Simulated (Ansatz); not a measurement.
HfS2 (P-3m1): gap against strain (isotropic on every length)

HfS2 (P-3m1) from a database of computed structures, relaxed with r2SCAN+rVV10 in the plane-wave code Ansatz, then strained (isotropic on every length; changes of length per length, axes as in the cell below) with the atoms relaxed again within the symmetry that is left. The symmetry is P-3m1 (No. 164, trigonal); a = 3.630 Å, c = 5.879 Å in the conventional setting, 22.36 Å³ an atom. Hf has 6 S at 2.54 Å; S has 3 Hf at 2.54 Å. No spin polarisation and no zero-point or thermal motion.

```
Hf S
1.0
     3.63025    0.00000    0.00000
    -1.81512    3.14388    0.00000
     0.00000    0.00000    5.87871
Hf S
1 2
Direct
  0.00000 0.00000 0.00000
  0.66667 0.33333 0.75538
  0.33333 0.66667 0.24462
```

Gaps are the least over each mesh (PBE 12×12×4, r2SCAN 12×12×4, HSE06 6×6×4 when unstrained) and the special points, which keep their unstrained names.

```csv
strain (%),"gap, PBE (eV)","gap, r2SCAN (eV)","gap, HSE06 (eV)","edges, HSE06"
-5.23,0.229,0.523,0.931,Γ → L
0.0,1.027,1.345,1.851,"(-0.083, 0.003, 0.003) → L"
+0.83,1.117,1.437,1.953,"(-0.109, 0.052, 0) → L"
+4.02,1.391,1.720,2.264,Γ–K (0.22) → L
```

Between zero and the nearest strains the slope of the HSE06 gap against strain is +0.176 eV per percent for negative and +0.123 for positive strain.

No spin-orbit coupling is included; it can move band edges with weight on the heavy atoms by tenths of an eV.

Where an edge lies off the special points, it is a point of the mesh or the k point where a search put PBE's edge or least direct gap, reused for the other functionals, whose own edges may lie a little apart.

Coordinates of k points refer to the reciprocal vectors of the primitive cell of the runs.

The meshes of the hybrids are coarse, so their gaps aren't converged to the digits shown.
